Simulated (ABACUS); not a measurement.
# BN (P6_3mc) in ABACUS: relaxation of cell and atoms with PBE

Aim: the relaxation of cell and atoms of BN with PBE.

Program: ABACUS 3.10.1. These are calculated values, not measurements. Logs are shortened: lines on timing, memory, paths and dates and some standing lists are left out, and cuts for length are marked.

**1. Starting point**

Symmetry: P6_3mc, No. 186, hexagonal system. Conventional cell: a = 2.554 Å, b = 2.554 Å, c = 4.227 Å, α = 90.00°, β = 90.00°, γ = 120.00°. N (site symmetry 3m) is surrounded by 4 B at 1.57 to 1.58 Å. Around B (site symmetry 3m) lie 4 N at 1.57 to 1.58 Å.

Measurements of this composition are mostly on another form, of space group No. 194.

**2. Relaxation of cell and atoms, PBE**

run_abacus.py

```python
"""Relaxation by an ASE optimiser with ABACUS as a small file-based calculator."""
import re
import subprocess
import spglib
from ase import Atoms
import numpy as np
from ase.calculators.calculator import Calculator, all_changes
from ase.filters import FrechetCellFilter
from ase.io import read
from ase.optimize import BFGS
from ase.stress import full_3x3_to_voigt_6_stress
from ase.units import Bohr, GPa

atoms = read("BN.cif")
cell, frac, numbers = spglib.standardize_cell((atoms.cell[:], atoms.get_scaled_positions(), atoms.numbers), to_primitive=True, symprec=1e-4)
atoms = Atoms(numbers=numbers, cell=cell, scaled_positions=frac, pbc=True)  # the primitive cell
atoms = atoms[(-atoms.numbers).argsort(kind="stable")]  # ABACUS lists atoms element by element
pseudo = {'N': 'N.upf', 'B': 'B.upf'}
orbital = {}
magmoms = None
kmesh = [10, 10, 5]
params = {
    'suffix': 'BN',
    'calculation': 'scf',
    'basis_type': 'pw',
    'pseudo_dir': './',
    'symmetry': 1,
    'dft_functional': 'pbe',
    'ecutwfc': 84,
    'pseudo_rcut': 10,
    'nspin': 1,
    'nbands': 12,
    'ks_solver': 'dav',
    'smearing_method': 'fd',
    'smearing_sigma': 0.00367493,
    'scf_thr': 1e-08,
    'scf_nmax': 100,
    'mixing_type': 'broyden',
    'mixing_beta': 0.7,
    'cal_force': 1,
    'cal_stress': 1,
    'kpar': 4,
}

def write_input(atoms):
    symbols = atoms.get_chemical_symbols()
    elements = list(dict.fromkeys(symbols))
    lines = ["ATOMIC_SPECIES"] + [f"{e} {atoms.get_masses()[symbols.index(e)]:.4f} {pseudo[e]}" for e in elements]
    if orbital:
        lines += ["", "NUMERICAL_ORBITAL"] + [orbital[e] for e in elements]
    lines += ["", "LATTICE_CONSTANT", f"{1 / Bohr:.10f}", "", "LATTICE_VECTORS"]
    lines += [" ".join(f"{x:.10f}" for x in v) for v in atoms.cell]
    lines += ["", "ATOMIC_POSITIONS", "Direct"]
    for e in elements:
        lines += ["", e, "0.0", str(symbols.count(e))]
        for i, p in enumerate(atoms.get_scaled_positions(wrap=False)):
            if symbols[i] == e:
                mag = "" if magmoms is None else " mag " + " ".join(str(x) for x in (magmoms[i] if isinstance(magmoms[i], list) else [magmoms[i]]))
                lines.append(" ".join(f"{x:.10f}" for x in p) + " 1 1 1" + mag)
    open("STRU", "w").write("\n".join(lines) + "\n")
    open("KPT", "w").write("K_POINTS\n0\nGamma\n%d %d %d 0 0 0\n" % tuple(kmesh))
    open("INPUT", "w").write("INPUT_PARAMETERS\n" + "".join(f"{k:<20s}{v}\n" for k, v in params.items()))

class Abacus(Calculator):
    implemented_properties = ["energy", "free_energy", "forces", "stress"]

    def calculate(self, atoms=None, properties=("energy",), system_changes=all_changes):
        super().calculate(atoms, properties, system_changes)
        write_input(self.atoms)
        subprocess.run(['mpirun', '-np', '4', 'abacus'], check=True)
        log = open("OUT.BN/running_scf.log").read()
        if "charge density convergence is achieved" not in log:
            raise RuntimeError("SCF not converged")
        rows = lambda title, n: np.array([l.split()[-3:] for l in log.split(title)[-1].split("\n")[2:2 + n]], float)
        energy = float(re.findall(r"FINAL_ETOT_IS (\S+)", log)[-1])
        stress = -rows("TOTAL-STRESS", 3) / 10 * GPa  # ABACUS prints kbar, compression positive
        self.results = dict(energy=energy, free_energy=energy, forces=rows("TOTAL-FORCE", len(self.atoms)), stress=full_3x3_to_voigt_6_stress(stress))

atoms.calc = Abacus()
opt = BFGS(FrechetCellFilter(atoms), logfile="opt.log", trajectory="relax.traj")
print("optimiser converged:", opt.run(fmax=0.02, steps=60))
```

BN.cif

```cif
data_BN
_cell_length_a 2.55393960
_cell_length_b 2.55393960
_cell_length_c 4.22685500
_cell_angle_alpha 90.00000000
_cell_angle_beta 90.00000000
_cell_angle_gamma 120.00000000
_space_group_name_H-M_alt 'P6_3mc'
_space_group_name_Hall 'P 6c -2c'
_space_group_IT_number 186
loop_
_space_group_symop_operation_xyz
'x,y,z'
'x-y,x,z+1/2'
'-y,x-y,z'
'-x,-y,z+1/2'
'-x+y,-x,z'
'y,-x+y,z+1/2'
'y,x,z+1/2'
'x,x-y,z'
'x-y,-y,z+1/2'
'-y,-x,z'
'-x,-x+y,z+1/2'
'-x+y,y,z'
loop_
_atom_site_label
_atom_site_type_symbol
_atom_site_symmetry_multiplicity
_atom_site_Wyckoff_symbol
_atom_site_fract_x
_atom_site_fract_y
_atom_site_fract_z
_atom_site_occupancy
N1 N 2 b 0.3333333333 0.6666666667 0.1252760000 1
B1 B 2 b 0.3333333333 0.6666666667 0.4997240000 1
```

Potentials or basis: PseudoDojo NC SR 0.5 PBE standard, plane waves.

On the command line:

```bash
OMP_NUM_THREADS=1 python run_abacus.py > log
```

running log:

```text
ABACUS v3.10.1

               Atomic-orbital Based Ab-initio Computation at UStc

 ------------------------------------------------------------------------------------

 READING GENERAL INFORMATION
                           global_out_dir = OUT.BN/
                           global_in_card = INPUT
                               pseudo_dir = ./
[... 8 lines left out ...]

 READING ATOM TYPE 1
                               atom label = N
                      L=0, number of zeta = 1
                      L=1, number of zeta = 1
                      L=2, number of zeta = 1
             number of atom for this type = 2

 READING ATOM TYPE 2
                               atom label = B
                      L=0, number of zeta = 1
                      L=1, number of zeta = 1
                      L=2, number of zeta = 1
             number of atom for this type = 2

                        TOTAL ATOM NUMBER = 4
DIRECT COORDINATES
    atom                   x                   y                   z     mag                  vx                  vy                  vz
taud_N1            0.3333333333        0.6666666667        0.1251475359  0.0000        0.0000000000        0.0000000000        0.0000000000
taud_N2            0.6666666667        0.3333333333        0.6251475359  0.0000        0.0000000000        0.0000000000        0.0000000000
taud_B1            0.3333333333        0.6666666667        0.4998524641  0.0000        0.0000000000        0.0000000000        0.0000000000
taud_B2            0.6666666667        0.3333333333        0.9998524641  0.0000        0.0000000000        0.0000000000        0.0000000000

                          Volume (Bohr^3) = 161.017
                             Volume (A^3) = 23.8603

 Lattice vectors: (Cartesian coordinate: in unit of a_0)
             +2.55376                  -0                  +0
             -1.27688            +2.21162                  -0
                   +0                  +0             +4.2246
 Reciprocal vectors: (Cartesian coordinate: in unit of 2 pi/a_0)
            +0.391579           +0.226079                  -0
                   +0           +0.452157                  -0
                   +0                  -0           +0.236709
 The esolver type has been set to : ksdft_pw

                PAO radial cut off (Bohr) = 10

 Read in pseudopotential file is N.upf
                     pseudopotential type = NC
          exchange-correlation functional = PBE
                 nonlocal core correction = 1
                        valence electrons = 5
                                     lmax = 1
                           number of zeta = 2
                     number of projectors = 4
                           L of projector = 0
                           L of projector = 0
                           L of projector = 1
                           L of projector = 1
                PAO radial cut off (Bohr) = 10

 Read in pseudopotential file is B.upf
                     pseudopotential type = NC
          exchange-correlation functional = PBE
                 nonlocal core correction = 1
                        valence electrons = 3
                                     lmax = 1
                           number of zeta = 2
                     number of projectors = 4
                           L of projector = 0
                           L of projector = 0
                           L of projector = 1
                           L of projector = 1
     initial pseudo atomic orbital number = 16

 SETUP THE ELECTRONS NUMBER
             electron number of element N = 5
       total electron number of element N = 10
             electron number of element B = 3
       total electron number of element B = 6
            AUTOSET number of electrons:  = 16
                           occupied bands = 8
                                   NBANDS = 12
                                   NLOCAL = 36

 SETUP THE PLANE WAVE BASIS
 energy cutoff for charge/potential (unit:Ry) = 336
            fft grid for charge/potential = [ 30, 30, 48 ]
                        fft grid division = [ 1, 1, 1 ]
        big fft grid for charge/potential = [ 30, 30, 48 ]
                                     nbxx = 43200
                                     nrxx = 43200

 SETUP PLANE WAVES FOR CHARGE/POTENTIAL
[... 86 lines left out ...]
       3 -0.20000000  0.20000000  0.00000000  0.0120       2
       4 -0.30000000  0.30000000  0.00000000  0.0120       3
       5 -0.40000000  0.40000000  0.00000000  0.0120       4
       6  0.50000000  0.50000000  0.00000000  0.0060       5
[... 22 lines left out ...]
      29  0.00000000  0.00000000  0.40000000  0.0040     200
      30 -0.10000000  0.10000000  0.40000000  0.0240     201
[... 12 further k points ...]

                               nkstot now = 42
[... K-POINTS DIRECT COORDINATES: 42 rows ...]

           k-point number in this process = 11
       minimum distributed K point number = 10
[... stars of the k points ...]

[... K-POINTS CARTESIAN COORDINATES: 11 rows ...]

[... K-POINTS DIRECT COORDINATES: 11 rows ...]

 SETUP PLANE WAVES FOR WAVE FUNCTIONS
     energy cutoff for wavefunc (unit:Ry) = 84
              fft grid for wave functions = [ 30, 30, 48 ]
                    number of plane waves = 3075
                         number of sticks = 169

 PARALLEL PW FOR WAVE FUNCTIONS
     PROC   COLUMNS(POT)             PW
        1            169           3075
 --------------- sum -------------------
        1            169           3075

 SETUP NONLOCAL PSEUDOPOTENTIALS IN PLANE WAVE BASIS
 N non-local projectors:
 projector 1 L=0
 projector 2 L=0
 projector 3 L=1
 projector 4 L=1
 B non-local projectors:
 projector 1 L=0
 projector 2 L=0
 projector 3 L=1
 projector 4 L=1
      TOTAL NUMBER OF NONLOCAL PROJECTORS = 32

 Init Non-Local PseudoPotential table :
 Init Non-Local-Pseudopotential done.

                                     npwx = 2106

 Make real space PAO into reciprocal space.
       max mesh points in Pseudopotential = 1001
     dq(describe PAO in reciprocal space) = 0.01
                                    max q = 1104

 number of pseudo atomic orbitals for N is 2
WARNING: norm of atomic wavefunction # 2 of atomic type N is 0.999999, renormalized

 number of pseudo atomic orbitals for B is 2
WARNING: norm of atomic wavefunction # 2 of atomic type B is 0.999877, renormalized

 -------------------------------------------
 SELF-CONSISTENT
 -------------------------------------------
                                 init_chg = atomic

 PW ALGORITHM --------------- ION=   1  ELEC=   1--------------------------------

 Density error is 0.42592286292
                          Error Threshold = 0.01
----------------------------------------------------------
     Energy           Rydberg                 eV
----------------------------------------------------------
 E_KohnSham     -53.4949189296       -727.8357114913
 E_Harris       -51.3929444853       -699.2368819974
 E_Fermi        1.1122944291         15.1335420890
----------------------------------------------------------
[... 63 lines left out ...]
 Density error is 4.17582278648e-09
                          Error Threshold = 2.19230985066e-10
----------------------------------------------------------
     Energy           Rydberg                 eV
----------------------------------------------------------
 E_KohnSham     -53.6061546651       -729.3491513147
 E_KS(sigma->0) -53.6061546651       -729.3491513147
 E_Harris       -53.6060063247       -729.3471330405
 E_band         3.7426310656         50.9211080038
 E_one_elec     9.0259884058         122.8048724002
 E_Hartree      7.2705242395         98.9205571042
 E_xc           -17.4626251083       -237.5912035105
 E_Ewald        -52.4400422021       -713.4833773085
 E_entropy(-TS) -0.0000000000        -0.0000000000
 E_descf        0.0000000000         0.0000000000
 E_exx          0.0000000000         0.0000000000
 E_Fermi        0.8905499665         12.1165538976
----------------------------------------------------------

 charge density convergence is achieved
 final etot is -729.34915131 eV
 EFERMI = 12.116553898 eV

 STATE ENERGY(eV) AND OCCUPATIONS    NSPIN == 1
 1/11 kpoint (Cartesian) = 0.0000 0.0000 0.0000 (2081 pws)
       1       -9.12057     0.00400000
       2       -5.00753     0.00400000
       3       0.333802     0.00400000
       4        9.04765     0.00400000
       5        9.04765     0.00400000
       6        10.8923     0.00400000
       7        11.1488     0.00400000
       8        11.1488     0.00400000
       9        19.5500    1.08651e-67
      10        19.5500    1.08651e-67
      11        19.7410    2.38228e-69
      12        20.6359    4.02014e-77
[... 57 lines left out ...]
 6/11 kpoint (Cartesian) = 0.19579 0.33912 0.0000 (2100 pws)
       1       -5.06646      0.0120000
       2       -3.79093      0.0120000
       3        1.74069      0.0120000
       4        3.41274      0.0120000
       5        4.30488      0.0120000
       6        6.21281      0.0120000
       7        6.80109      0.0120000
       8        9.05222      0.0120000
       9        17.9184    4.83788e-53
      10        19.1504    9.62884e-64
      11        21.7909    1.11801e-86
      12        22.6203        0.00000

[... levels at 5 further k points ...]

------------------------------------------------------------------------------------------
 TOTAL-FORCE (eV/Angstrom)
------------------------------------------------------------------------------------------
                        N1         0.0000000000         0.0000000000         0.0101147159
                        N2         0.0000000000         0.0000000000         0.0101147159
                        B1         0.0000000000         0.0000000000        -0.0101147159
                        B2         0.0000000000         0.0000000000        -0.0101147159
------------------------------------------------------------------------------------------

----------------------------------------------------------------
 TOTAL-STRESS (KBAR)
----------------------------------------------------------------
        -0.2199411786         0.0000000000        -0.0000000000
         0.0000000000        -0.2199411786         0.0000000000
        -0.0000000000         0.0000000000        -4.3516352787
----------------------------------------------------------------
 TOTAL-PRESSURE: -1.597173 KBAR

 --------------------------------------------
 !FINAL_ETOT_IS -729.3491513147204159 eV
 --------------------------------------------
```

Wall time 16 s (4 MPI ranks of Intel Xeon Platinum 8375C at 2.90GHz (Ice Lake), shared host); peak memory 0.36 GiB.

What came out:

* Free energy: -729.3492 eV
* Relaxed volume: 5.97 Å³/atom
* Relaxed cell: a = 2.554 Å, b = 2.554 Å, c = 4.225 Å, α = 90.00°, β = 90.00°, γ = 120.00°
* Space group after relaxing (to 0.05 Å): P6_3mc (No. 186)
* Energy gained by relaxing: 0.0 meV/atom
* Ionic steps: 3
* Pressure after relaxing: -0.2 GPa
* Largest force after relaxing: 0.010 eV/Å
* Band gap on the k mesh: 5.48 eV, indirect (least direct gap 8.29 eV)

Forces in eV/Å, atoms in the order of the input:
```
N    0.000  0.000  0.010
N    0.000  0.000  0.010
B    0.000  0.000 -0.010
B    0.000  0.000 -0.010
```

Stress tensor (GPa, compression positive):
```
-0.02  0.00  0.00
 0.00 -0.02  0.00
 0.00  0.00 -0.44
```

Final structure:
```xyz
4
Lattice="2.5538 0.0000 0.0000 -1.2769 2.2116 0.0000 0.0000 0.0000 4.2246" Properties=species:S:1:pos:R:3 pbc="T T T"
N     0.0000    1.4744    0.5287
N     1.2769    0.7372    2.6410
B     0.0000    1.4744    2.1117
B     1.2769    0.7372    4.2240
```

Caveat: there are fewer bands than atomic start orbitals, so a level may be missed at k points of high symmetry; an odd mesh through Γ misses points on the zone boundary, where band edges often lie.
